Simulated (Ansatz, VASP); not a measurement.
TePb in VASP and in Ansatz

```
Te Pb
1.0
     4.00229    0.00000    0.00000
     0.00000    4.00229    0.00000
     0.00000    0.00000    4.00229
Te Pb
1 1
Direct
  0.50000 0.50000 0.50000
  0.00000 0.00000 0.00000
```

Measurements of this composition are mostly on another form, of space group No. 225.

Alike in both runs: task single point; functional PBE; k mesh 8 × 8 × 8; occupations gaussian, width 0.05 eV; no spin polarisation.

```csv
,VASP,Ansatz
version,VASP 6.6.1,Ansatz 0.2.0
potentials or method,"VASP PAW PBE potentials, release 64 (Te, Pb_d)","scalar-relativistic, plane waves, PAW"
plane-wave cutoff (eV),520,420
valence electrons in the cell,20,30
```

|  | VASP | Ansatz | Ansatz less VASP |
| --- | --- | --- | --- |
| gap on the k mesh at the Fermi level (eV) | none | none | - |
| pressure (GPa) | 0.0 | 0.1 | +0.05 |

A gap of «none» marks a metal or a gap that the smearing closes. The functional is the same, so the differences come from potentials, cutoffs and numerics. The two sets of potentials don't hold the same shells in valence.

Spin-orbit coupling is left out, which matters for the levels of Pb, Te.
